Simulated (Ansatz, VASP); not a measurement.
Two plane-wave programs on Ta2Si

```
Ta Si
1.0
     0.00000    3.03395    3.03395
     3.03395    0.00000    3.03395
     3.03395    3.03395    0.00000
Ta Si
2 1
Cartesian
  1.5170 1.5170 1.5170
  4.5509 4.5509 4.5509
  0.0000 0.0000 0.0000
```

Alike in both runs: task single point; functional PBEsol; k mesh 10 × 10 × 10; occupations gaussian, width 0.05 eV; no spin polarisation.

|  | VASP | Ansatz |
| --- | --- | --- |
| version | VASP 6.6.1 | Ansatz 0.2.0 |
| potentials or method | VASP PAW PBE potentials, release 64 (Ta_pv, Si) | scalar-relativistic, plane waves, PAW |
| plane-wave cutoff (eV) | 520 | 420 |
| valence electrons in the cell | 26 | 30 |

```tsv
	VASP	Ansatz	Ansatz less VASP
gap on the k mesh at the Fermi level (eV)	none	none	-
pressure (GPa)	-6.3	-6.5	-0.16
```

A gap of «none» marks a metal or a gap that the smearing closes. The two sets of potentials don't hold the same shells in valence.

Caveats: the PAW data sets were made with another functional, which shifts forces and pressure a little (VASP). Spin-orbit coupling is left out, which matters for the levels of Ta.
